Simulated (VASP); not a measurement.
# C (R-3m) in VASP: notebook, part 2 of 2

VASP 6.6.1. The steps go on from the part before.

## 3. Relaxation of cell and atoms, LDA

This run uses another cell than the first one, of 8.51 Å³/atom, 0.780 times its volume.

Input file INCAR:

```
SYSTEM = C
PREC = Accurate ; ENCUT = 520
EDIFF = 1E-7 ; ISMEAR = 0
SIGMA = 0.02 ; LREAL = .False.
LASPH = .True. ; NELM = 80
ALGO = Fast ; ISIF = 3
LWAVE = .False. ; LCHARG = .False.
IBRION = 2 ; NSW = 80
EDIFFG = -0.002 ; KPAR = 4
```

Input file KPOINTS:

```
Automatic mesh
0
Gamma
  6 6 6
  0 0 0
```

Input file POSCAR:

```
C                                       
1.0
    1.2236719113      0.7064873059      6.5620634607
   -1.2236719113      0.7064873059      6.5620634607
    0.0000000000     -1.4129746118      6.5620634607
  C             
     4
Direct
     0.9166508893174399    0.9166508893174399    0.9166508893174399
     0.2499255065510861    0.2499255065510861    0.2499255065510861
     0.7500744934489140    0.7500744934489140    0.7500744934489140
     0.0833491106825601    0.0833491106825601    0.0833491106825601
```

Potentials or basis: VASP PAW LDA potentials, release 64 (C).

The run is started by

```sh
$ cat potpaw_LDA.64/C/POTCAR > POTCAR
$ mpirun -np 4 vasp_std > vasp.out
```

OUTCAR:

```text
SYSTEM = C
   PREC = Accurate
   ENCUT = 520
   EDIFF = 1E-7
   ISMEAR = 0
   LREAL = .False.
   LASPH = .True.
   NELM = 80
   ISIF = 3
   IBRION = 2
   NSW = 80
   EDIFFG = -0.002

 ion  position               nearest neighbor table
   1  0.917  0.917  0.917-   2 1.41   2 1.41   2 1.41
   2  0.250  0.250  0.250-   1 1.41   1 1.41   1 1.41
   3  0.750  0.750  0.750-   4 1.41   4 1.41   4 1.41
   4  0.083  0.083  0.083-   3 1.41   3 1.41   3 1.41

  LATTYP: Found a trigonal (rhomboedric) cell.
 ALAT       =     6.7124640872
 COS(alpha) =     0.9335345382

  Lattice vectors:

 A1 = (   1.2236719113,   0.7064873059,   6.5620634607)
 A2 = (  -1.2236719113,   0.7064873059,   6.5620634607)
 A3 = (   0.0000000000,  -1.4129746118,   6.5620634607)

Analysis of symmetry for initial positions (statically):
=====================================================================
 Subroutine PRICEL returns:
 Original cell was already a primitive cell.

 Routine SETGRP: Setting up the symmetry group for a
 trigonal (rhombohedral) supercell.

 Subroutine GETGRP returns: Found 12 space group operations
 (whereof 12 operations were pure point group operations)
 out of a pool of 12 trial point group operations.

The static configuration has the point symmetry D_3d.

Analysis of symmetry for dynamics (positions and initial velocities):
[... 358 lines left out ...]

 number of electron      15.9999999 magnetization

 Free energy of the ion-electron system (eV)
  ---------------------------------------------------
  ext. energy  EPLUGINS =         0.00000000
  ---------------------------------------------------
  free energy    TOTEN  =       -40.38289715 eV

  energy without entropy =      -40.38289715  energy(sigma->0) =      -40.38289715

 E-fermi :   4.7337     XC(G=0): -10.9187

 val. band max:        4.6099545184   @ k =  -0.3333   0.3333   0.0000
 cond. band min:       5.0837759736   @ k =  -0.3333   0.3333   0.0000
 fundamental gap:      0.4738214552
 Fermi energy:         4.7337332718

 k-point     1 :       0.0000    0.0000    0.0000
  band No.  band energies     occupation
      1     -14.7647      2.00000
      2     -14.3955      2.00000
      3      -3.9578      2.00000
      4      -1.7003      2.00000
      5       1.8651      2.00000
      6       1.8651      2.00000
      7       1.8761      2.00000
      8       1.8761      2.00000
      9       8.8418      0.00000
     10      13.2838      0.00000
     11      13.2868      0.00000
     12      13.3146      0.00000
[... 331 lines left out ...]
 k-point    24 :      -0.3333    0.5000    0.1667
  band No.  band energies     occupation
      1     -10.1332      2.00000
      2     -10.0871      2.00000
      3      -6.5275      2.00000
      4      -6.3786      2.00000
      5      -3.2538      2.00000
      6      -3.1453      2.00000
      7       1.9989      2.00000
      8       2.2587      2.00000
      9       6.8937      0.00000
     10       7.9231      0.00000
     11      14.8250      0.00000
     12      15.3180      0.00000

 [... further k-points ...]

------------------------ aborting loop because EDIFF is reached ----------------------------------------

  FORCE on cell =-STRESS in cart. coord.  units (eV):
  Direction    XX          YY          ZZ          XY          YZ          ZX
  --------------------------------------------------------------------------------------
  -------------------------------------------------------------------------------------
  Total        0.0036276      0.0036276      0.0037124      0.0000000      0.0000000      0.0000000
  in kB        0.1701493      0.1701493      0.1741269      0.0000000      0.0000000      0.0000000
  external PRESSURE =       0.1714752 kB  Pullay stress =       0.0000000 kB
[... 19 lines left out ...]
  FREE ENERGIE OF THE ION-ELECTRON SYSTEM (eV)
  ---------------------------------------------------
  free  energy   TOTEN  =       -40.3828971545 eV

  energy  without entropy=      -40.3828971545  energy(sigma->0) =      -40.38289715

 reached required accuracy - stopping structural energy minimisation
```

OSZICAR:

```text
N       E                     dE             d eps       ncg     rms          rms(c)
DAV:   1     0.437378907675E+02    0.43738E+02   -0.84526E+03   776   0.124E+03
DAV:   2    -0.395194391936E+02   -0.83257E+02   -0.76345E+02  1124   0.231E+02
DAV:   3    -0.431934228468E+02   -0.36740E+01   -0.36397E+01   996   0.476E+01
[... 79 lines left out ...]
       N       E                     dE             d eps       ncg     rms          rms(c)
DAV:   1    -0.403829099841E+02   -0.36640E-04   -0.10008E-03   800   0.300E-01    0.162E-02
RMM:   2    -0.403829012947E+02    0.86893E-05   -0.13079E-05   768   0.318E-02    0.980E-03
RMM:   3    -0.403828971000E+02    0.41947E-05   -0.11334E-05   768   0.251E-02    0.166E-03
RMM:   4    -0.403828971545E+02   -0.54463E-07   -0.85030E-07   704   0.875E-03
  10 F= -.40382897E+02 E0= -.40382897E+02  d E =-.129987E-05
```

CONTCAR:

```text
C
   1.00000000000000
     1.2240250804986204    0.7066912082306051    6.5814898733595300
    -1.2240250804986204    0.7066912082306051    6.5814898733595300
     0.0000000000000000   -1.4133824164612101    6.5814898733595300
  C
     4
Direct
     0.9166577426243278    0.9166577426243278    0.9166577426243278
     0.2499389563864774    0.2499389563864774    0.2499389563864774
     0.7500610436135227    0.7500610436135227    0.7500610436135227
     0.0833422573756723    0.0833422573756723    0.0833422573756723

  0.00000000E+00  0.00000000E+00  0.00000000E+00
  0.00000000E+00  0.00000000E+00  0.00000000E+00
  0.00000000E+00  0.00000000E+00  0.00000000E+00
  0.00000000E+00  0.00000000E+00  0.00000000E+00
```

Run time: 2.3 min. Hardware: 4 MPI ranks of AMD EPYC 7R13 (Zen 3), shared host; peak memory 0.23 GiB.

Results:

* Free energy: -40.3829 eV
* Relaxed volume: 8.54 Å³/atom
* Relaxed cell: a = 6.732 Å, b = 6.732 Å, c = 6.732 Å, α = 20.95°, β = 20.95°, γ = 20.95°
* Space group after relaxing (to 0.05 Å): R-3m (No. 166)
* Energy gained by relaxing: 0.0 meV/atom
* Ionic steps: 10
* Pressure after relaxing: 0.0 GPa
* Band gap on the k mesh: 0.47 eV, direct

Final structure:
```
CELL_PARAMETERS angstrom
1.22403 0.70669 6.58149
-1.22403 0.70669 6.58149
0.00000 -1.41338 6.58149
ATOMIC_POSITIONS crystal
C 0.91666 0.91666 0.91666
C 0.24994 0.24994 0.24994
C 0.75006 0.75006 0.75006
C 0.08334 0.08334 0.08334
```

Levels at points of the mesh, in eV from the valence-band top:
```
           k point  band 6  band 7  band 8  band 9  band 10  band 11
(0.00, 0.00, 0.00)   -2.74   -2.73   -2.73    4.23     8.67     8.68
(0.50, 0.00, 0.00)   -6.18   -2.76   -1.54    1.25     2.66     7.93
(0.50, 0.50, 0.00)   -6.14   -2.38   -1.98    1.61     2.20     7.70
(0.50, 0.50, 0.50)   -2.76   -2.72   -2.72    7.05     7.06     8.64
```

Caveat: the k mesh is coarse (spacing up to 0.50 Å⁻¹), so the values aren't converged.
